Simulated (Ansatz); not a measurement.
Theory: DFT PBE, scalar-relativistic, plane waves, PAW in Ansatz. All cells share a 420 eV cutoff and Γ-centred k meshes spaced at most about 0.3 Å⁻¹ (about 0.25 or finer for metals, 2π included). No spin polarisation.

Temperature and zero-point effects are left out.

Compare these two cells of Cd2Se5, each relaxed at this level.

A.

```yaml
crystal:
  lattice:
    - [-3.70850, 3.70850, 3.51899]
    - [3.70850, -3.70850, 3.51899]
    - [3.70850, 3.70850, -3.51899]
  atoms:
    - { symbol: Cd, position: [0.75000, 0.25000, 0.50000] }
    - { symbol: Cd, position: [0.25000, 0.75000, 0.50000] }
    - { symbol: Se, position: [0.70502, 0.18860, 0.89362] }
    - { symbol: Se, position: [0.81140, 0.70502, 0.51642] }
    - { symbol: Se, position: [0.18860, 0.29498, 0.48358] }
    - { symbol: Se, position: [0.29498, 0.81140, 0.10638] }
    - { symbol: Se, position: [0.00000, 0.00000, 0.00000] }
```

B.

```yaml
crystal:
  lattice:
    - [2.08532, 1.20396, 12.54224]
    - [-2.08532, 1.20396, 12.54224]
    - [0.00000, -2.40792, 12.54224]
  atoms:
    - { symbol: Cd, position: [0.43314, 0.43314, 0.43314] }
    - { symbol: Cd, position: [0.56686, 0.56686, 0.56686] }
    - { symbol: Se, position: [0.70443, 0.70443, 0.70443] }
    - { symbol: Se, position: [0.12457, 0.12457, 0.12457] }
    - { symbol: Se, position: [0.87543, 0.87543, 0.87543] }
    - { symbol: Se, position: [0.29557, 0.29557, 0.29557] }
    - { symbol: Se, position: [0.00000, 0.00000, 0.00000] }
```

Question: Which form is favoured at zero pressure, and by what margin per atom?

Answer: B is lower, by 11 meV/atom. A has space group I4/m (No. 87), 27.7 Å³/atom and no gap on its mesh; B has space group R-3m (No. 166), 27.0 Å³/atom and no gap. Counting Se atoms around Cd (those within 1.25 times the shortest such distance or 1.15 times the sum of covalent radii, 1.27 where that leaves under three), A has Cd 4 and B has Cd 3. A holds Se–Se units of three or more atoms (shortest 2.60 Å); in B the shortest Se–Se distance is 2.80 Å, near bonding range too. Both come from invented guesses. The lowest form computed isn't among them: it has space group C2 (No. 5), 29.8 Å³/atom and lies 97 meV/atom below the best shown.

For metals, differences of a few meV/atom aren't resolved. Weakly bound directions are ill-defined at this level, which has no dispersion term (R-3m), and this can change margins and order among such cells. Cells relaxed within their symmetry can be saddle points. Some structure types and database cells were kept out of the candidates from the start, so a known form may be missing.
